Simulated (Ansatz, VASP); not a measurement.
**One calculation of TiAl, two programs**

INCAR

```
PREC = Accurate ; ENCUT = 600
EDIFF = 1E-6 ; ISMEAR = -1
SIGMA = 0.05 ; LREAL = False
LASPH = True ; NELM = 100
ALGO = Normal ; ISIF = 3
LWAVE = False ; LCHARG = False
GGA = PS ; IVDW = 12
IBRION = 2 ; NSW = 60
EDIFFG = -0.01
```

The input KPOINTS:

```
regular mesh
0
Gamma
  11 11 6
```

Contents of POSCAR:

```
TiAl
1.0
    2.8672622327      0.0000000000      0.0000000000
   -1.4336311163      2.4831219328      0.0000000000
    0.0000000000      0.0000000000      4.6780830000
Ti Al
1 1
Direct
    0.0000000000      0.0000000000      0.0000000000
    0.3333333333      0.6666666667      0.5000000000
```

Contents of input.yaml:

```yaml
crystal:
  lattice:
    - [2.8672622327, 0.0, 0.0]
    - [-1.4336311163, 2.4831219328, 0.0]
    - [0.0, 0.0, 4.678083]
  atoms:
    - { symbol: Ti, position: [0.0, 0.0, 0.0] }
    - { symbol: Al, position: [0.3333333333, 0.6666666667, 0.5] }
hamiltonian:
  xc: pbesol
  pseudopotentials: { kind: paw }
  dispersion: d3bj
kpoints:
  mp_grid: { grid: [11, 11, 6] }
scf:
  occupations: { method: fermi_dirac, width: 0.05 }
output:
  forces: true
  stress: true
  eigenvalues: true
relax:
  f_tol: 0.01
  max_steps: 40
  cell: { stress_tol: 0.05 }
```

The cell comes from a database or a generator and needn't be the stable form of this composition.

Alike in both runs: task relaxation of cell and atoms; functional PBEsol; dispersion D3(BJ); k mesh 11 × 11 × 6; occupations fermi-dirac, width 0.05 eV; no spin polarisation.

|  | VASP | Ansatz |
| --- | --- | --- |
| version | VASP 6.6.1 | Ansatz 0.2.0 |
| potentials or method | VASP PAW PBE potentials, release 64 (Ti_sv, Al) | Ansatz PAW |
| plane-wave cutoff (eV) | 600 | 420 |
| valence electrons in the cell | 15 | 15 |

Ansatz gave:

| Quantity | Value |
| --- | --- |
| gap on the k mesh at the Fermi level, each at its own relaxed structure (eV) | none |
| relaxed volume (Å³/atom) | 15.55 |
| relaxed cell length with the largest relative difference (Å) | 2.804 |
| energy change over the relaxation (meV/atom) | -27 |

Q: What did VASP give for the same quantities?

A: gap on the k mesh at the Fermi level, each at its own relaxed structure (eV): none; relaxed volume (Å³/atom): 15.54; relaxed cell length with the largest relative difference (Å): 2.803; energy change over the relaxation (meV/atom): -27.

A gap of «none» marks a metal or a gap that the smearing closes.

Caveats: pairwise dispersion overbinds metals, which lowers pressure and volume; the PAW data sets were made with another functional, which shifts forces and pressure a little (VASP); the plane-wave basis is chosen anew once the cell has moved, so the energies of steps on either side of that aren't comparable (Ansatz); the PAW data sets come from PBE, with cores solved anew for the run's functional, which leaves a small shift of forces and pressure (Ansatz).
